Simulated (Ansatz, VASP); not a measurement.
## Two plane-wave programs on La3B2

INCAR

```
SYSTEM = La3B2
ALGO = Normal
EDIFF = 1E-7
EDIFFG = -0.04
ENCUT = 600
GGA = PE
IBRION = 2
ISIF = 3
ISMEAR = 0
LASPH = .TRUE.
LCHARG = .FALSE.
LREAL = .FALSE.
LWAVE = .FALSE.
NELM = 100
NSW = 90
PREC = Accurate
SIGMA = 0.1
```

Contents of KPOINTS:

```
k-points
0
G
  4 4 4
  0 0 0
```

The input POSCAR:

```
La3B2
1.0
    4.7594024600      0.0000000000      0.0000000000
    0.0000000000      4.7594024600      0.0000000000
    0.0000000000      0.0000000000      4.7594024600
La B
3 2
Direct
    0.0000000000      0.5000000000      0.5000000000
    0.5000000000      0.0000000000      0.5000000000
    0.5000000000      0.5000000000      0.0000000000
    0.5000000000      0.5000000000      0.5000000000
    0.0000000000      0.0000000000      0.0000000000
```

Input for Ansatz:

```yaml
crystal:
  lattice:
    - [4.75940246, 0.0, 0.0]
    - [0.0, 4.75940246, 0.0]
    - [0.0, 0.0, 4.75940246]
  atoms:
    - { symbol: La, position: [0.0, 0.5, 0.5] }
    - { symbol: La, position: [0.5, 0.0, 0.5] }
    - { symbol: La, position: [0.5, 0.5, 0.0] }
    - { symbol: B, position: [0.5, 0.5, 0.5] }
    - { symbol: B, position: [0.0, 0.0, 0.0] }
basis:
  ecutwfc: 420
kpoints:
  mp_grid: { grid: [4, 4, 4] }
hamiltonian:
  xc: pbe
scf:
  occupations: { method: gaussian, width: 0.1 }
  lower_state_search: "off"
output:
  forces: true
  stress: true
  eigenvalues: true
relax:
  adjacent_minimum: "off"
  f_tol: 0.04
  max_steps: 70
  cell: { stress_tol: 0.4 }
```

Alike in both runs: task relaxation of cell and atoms; functional PBE; k mesh 4 × 4 × 4; occupations gaussian, width 0.1 eV; no spin polarisation.

|  | VASP | Ansatz |
| --- | --- | --- |
| version | VASP 6.6.1 | Ansatz 0.2.0 |
| potentials or method | VASP PAW PBE potentials, release 64 (La, B) | scalar-relativistic, plane waves, PAW |
| plane-wave cutoff (eV) | 600 | 420 |
| valence electrons in the cell | 39 | 39 |

```csv
,VASP,Ansatz,Ansatz less VASP
"gap on the k mesh at the Fermi level, each at its own relaxed structure (eV)",none,none,-
relaxed volume (Å³/atom),27.37,27.37,+0.001
relaxed cell length with the largest relative difference (Å),5.153,5.153,+0.0001
energy change over the relaxation (meV/atom),-262,-261,+1.1
```

A gap of «none» marks a metal or a gap that the smearing closes.

Caveats: the volume moved by over 15 % at a fixed basis, so the end points are rough (VASP). The runs have no spin-orbit coupling, so splittings on La are missing.
